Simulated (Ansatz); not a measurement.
**KCl: a tetragonal deformation path**

Aim: for KCl, look for other minima along a tetragonal path.

Method: DFT r2SCAN, scalar-relativistic, plane waves, PAW, in Ansatz 0.2.0.

## (1) The system as given

The structure is cubic, space group Fm-3m (No. 225). The conventional cell has a = 6.312 Å, b = 6.312 Å, c = 6.312 Å, α = 90.00°, β = 90.00°, γ = 90.00°. Around K (site symmetry m-3m) lie 6 Cl at 3.16 Å. Cl (site symmetry m-3m) is surrounded by 6 K at 3.16 Å.

As a file:

```cif
data_structure
_symmetry_space_group_name_H-M 'P 1'
_symmetry_Int_Tables_number 1
_cell_length_a 4.4634
_cell_length_b 4.4634
_cell_length_c 4.4634
_cell_angle_alpha 60.000
_cell_angle_beta 60.000
_cell_angle_gamma 60.000
_cell_volume 62.88
loop_
_atom_site_label
_atom_site_type_symbol
_atom_site_fract_x
_atom_site_fract_y
_atom_site_fract_z
_atom_site_occupancy
K1 K 0.00000 0.00000 0.00000 1
Cl1 Cl 0.50000 0.50000 0.50000 1
```

The cell is taken as given, not relaxed at this level.

## (2) Zero of energy

Reference values: F = -2630.4728 eV; pressure -0.17 GPa; largest force 0.000 eV/Å; gap on the mesh 5.79 eV. It was computed beforehand with the settings of the runs below.

## (3) The scan: a tetragonal deformation path

At fixed volume and fractional coordinates, lengths along (0.000, 0.000, 1.000) are scaled against those across it; ρ is that ratio over its starting value.

## (4) At ρ = 0.707

The input, input.yaml:

```yaml
crystal:
  lattice:
    - [0.0, 3.5427808131, 2.5047460348]
    - [3.5427808131, 0.0, 2.5047460348]
    - [3.5427808131, 3.5427808131, 0.0]
  atoms:
    - { symbol: K, position: [0.0, 0.0, 0.0] }
    - { symbol: Cl, position: [0.5, 0.5, 0.5] }
basis:
  ecutwfc: 500
kpoints:
  mp_grid: { grid: [8, 8, 8] }
hamiltonian:
  xc: r2scan
scf:
  occupations: { method: gaussian, width: 0.05 }
output:
  forces: true
  stress: true
  eigenvalues: true
```

The run is started by

```sh
$ ansatz run input.yaml --threads 1 --pin off --max-ram 2560MiB --backend cpu --events-out ev --progress --plain --runs-dir out
```

Further runs follow: ρ = 1.414; ρ = 0.850; At ρ = 1.200; ρ = 0.780; At ρ = 1.300; point ρ = 0.920; ρ = 1.100; point ρ = 0.650; At ρ = 1.500; ρ = 0.960; At ρ = 1.050.

Q: Predict the outcome of this session. Wanted: highest point.

The runs gave:

| quantity | value |
| --- | --- |
| highest point | 1047.8 meV/atom at ρ = 0.650 |

What this shows: The undisturbed cell stays the lowest of the sampled points. No sampled point inside the path is a dip, apart from those named. The gap on the mesh stays between 3.51 and 5.79 eV.
